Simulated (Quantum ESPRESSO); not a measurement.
**CsSnBr3 under changes of volume**

One of the cells (39.815 Å³/atom); the others are scaled copies at fixed shape and fractional positions:

```
Cs Sn Br
1.0
     5.83901    0.00000    0.00000
     0.00000    5.83901    0.00000
     0.00000    0.00000    5.83901
Cs Sn Br
1 1 3
Direct
  0.00000 0.00000 0.00000
  0.50000 0.50000 0.50000
  0.00000 0.50000 0.50000
  0.50000 0.50000 0.00000
  0.50000 0.00000 0.50000
```

The cell is a database's computed one.

```yaml
Program: Quantum ESPRESSO 7.5
Functional: PBEsol
Potentials_or_basis: GBRV 1.5 PBEsol
Cutoff: 925 eV
Density_cutoff: 7401 eV
k_mesh: 5 × 5 × 5
Occupations: fermi-dirac, width 0.05 eV
Spin: no spin polarisation
```

```tsv
volume (Å³/atom)	energy over the lowest point (meV/atom)	pressure (GPa)	gap on the mesh (eV)
37.426	0.75	0.4	1.73
38.222	0.00	-0.1	1.77
39.019	?	?	?
39.815	5.06	-0.9	1.83
40.611	10.40	-1.3	1.87
41.408	17.33	-1.6	1.90
42.204	25.67	-1.8	1.93
```

Q: What does the run at 39.019 Å³/atom give?

A: Energy over the lowest point 1.52 meV/atom; pressure -0.5 GPa; gap on the mesh 1.80 eV.

Worked out: A Birch-Murnaghan fit of order 3 (a polynomial in V^(-2/3)) to the other rows has its minimum at 38.07 Å³/atom with B0 = V·E''(V) = 22 GPa and B' = 4.7. It gives 1.52 meV/atom at 39.019 Å³/atom, against the run's 1.52, and -dE/dV = -0.5 GPa, against -0.5. A straight line through the other rows of the gap, of slope 1.66 eV per unit of ln V (its deformation potential), gives 1.80 eV, against the run's 1.80.

Energies are extrapolated to zero smearing.

Caveats: spin-orbit coupling is left out, which moves the levels of the heavy elements; an odd mesh through Γ misses points on the zone boundary, where band edges often lie.
